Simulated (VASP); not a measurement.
**Results of a VASP single-point calculation on MgF$_{2}$ (strained rutile)**

POSCAR

```
Mg F
 1.0000000000000000
     4.7144563144999996    0.0000000000000000    0.0000000000000000
     0.0000000000000000    4.7144563144999996    0.0000000000000000
     0.0000000000000000    0.0000000000000000    3.0108253242999998
 Mg  F
   2   4
Cartesian
 -0.0000000000000000 -0.0000000000000000  0.0000000000000000
  2.3572281572499998  2.3572281572499998  1.5054126621499999
  1.4283878387078293  1.4283878387078293  0.0000000000000000
  0.9288403185421706  3.7856159959578290  1.5054126621499999
  3.7856159959578290  0.9288403185421706  1.5054126621499999
  3.2860684757921708  3.2860684757921708  0.0000000000000000
```

The gap between bands v and c is 6.97 eV, the least direct gap is 6.97 eV and the largest force is 0.03 eV/Å.

Band v is the last that the valence electrons fill when counted band by band, and c is the next. Levels in eV from the top of v:

```tsv
point	v−1	v	c	c+1
Γ	-0.34	0.00	6.97	12.16
X	-0.38	-0.38	9.32	9.32
M	-0.79	-0.79	10.93	10.93
Z	-0.83	-0.83	11.79	11.79
R	-0.65	-0.65	12.60	12.60
A	-0.50	-0.50	12.95	12.95
```

Task: Which of these levels of theory gave these results?
A. PBEsol
B. PBE
C. LDA
D. PBE0
E. r²SCAN
F. HSE06
G. PBE with spin–orbit coupling

Result: B.

The INCAR was:

```
NSW = 0
LREAL = .FALSE.
IBRION = -1
NBANDS = 25
NELM = 120
GGA = PE
ISIF = 2
LWAVE = .FALSE.
SIGMA = 0.02
LASPH = .TRUE.
LCHARG = .FALSE.
ENCUT = 520
EDIFF = 1E-7
PREC = Accurate
ISMEAR = -1
```
